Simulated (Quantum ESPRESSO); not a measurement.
The system is BeS.

```
S Be
1.0
     0.00000    2.25117    2.25117
     2.25117    0.00000    2.25117
     2.25117    2.25117    0.00000
S Be
1 1
Direct
  0.75000 0.75000 0.75000
  0.00000 0.00000 0.00000
```

The cell isn't the ideal one: volume scaled by 0.8.

| Item | Value |
| --- | --- |
| Program | Quantum ESPRESSO 7.5 |
| Task | Berry-phase polarisation |
| Functional | BLYP |
| Potentials or basis | SSSP 1.3 efficiency PBE |
| Cutoff | 748 eV |
| Density cutoff | 5987 eV |
| k mesh | 5 × 5 × 5 |
| Occupations | fermi-dirac, width 0.05 eV |
| Spin | no spin polarisation |
| Mixing beta | 0.5 |
| Most SCF iterations | 120 |
| SCF threshold | 4e-10 Ry |
| k points per string | 10 × 10 × 10 |

The first run showed a gap, so the response started from a second, tighter run with fixed occupations.

Question: What formal polarisation does the Berry-phase calculation give along the three lattice vectors?

Answer: 1.116, 1.116, 1.116 C/m², each defined up to a quantum of 4.471, 4.471, 4.471 C/m², that is 0.250, 0.250, 0.250 of the quanta. A formal value alone isn't measurable: only its change along an insulating path is.

Berry phases in units of 2π:
| direction | ionic | electronic | their sum is defined modulo |
| --- | --- | --- | --- |
| a1 | 0.500 | -0.001 | 2 |
| a2 | 0.500 | -0.001 | 2 |
| a3 | 0.500 | -0.001 | 2 |

Caveat: the k mesh is coarse (spacing up to 0.48 Å⁻¹), so the values aren't converged; an odd mesh through Γ misses points on the zone boundary, where band edges often lie.
